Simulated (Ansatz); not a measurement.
The system is SnO2.

```xyz
3
Lattice="1.6171 0.9336 4.8006 -1.6171 0.9336 4.8006 0.0000 -1.8673 4.8006" Properties=species:S:1:pos:R:3 pbc="T T T"
Sn    0.0000    0.0000    7.2009
O     0.0000    0.0000   10.9861
O     0.0000    0.0000    3.4157
```

Measurements of this composition are mostly on another form, of space group No. 136.

Base run:

* Program: Ansatz 0.2.0
* Functional: PBE0
* Potentials or basis: Ansatz PAW
* Cutoff: 420 eV
* Density cutoff: 1680 eV
* k mesh: 6 × 6 × 6
* Occupations: fermi-dirac, width 0.05 eV
* Spin: no spin polarisation

Its results: band gap on the k mesh 4.17 eV, indirect (least direct gap 4.28 eV); largest force 0.894 eV/Å.

Problem. After a change of settings the same cell gave: band gap on the k mesh 3.46 eV, indirect (least direct gap 3.56 eV); largest force 0.888 eV/Å. Which change was it?
A. functional from PBE0 to PBEsol; k mesh from 6 × 6 × 6 to 10 × 10 × 10
B. functional from PBE0 to HSE06; k mesh from 6 × 6 × 6 to 8 × 8 × 8
C. functional from PBE0 to LDA; k mesh from 6 × 6 × 6 to 10 × 10 × 10

Solution. B.

Caveats: spin-orbit coupling is left out, which moves the levels of the heavy elements; the PAW data sets come from PBE, with cores solved anew for the run's functional, which leaves a small shift of forces and pressure.

Not every run made on this cell is shown here.
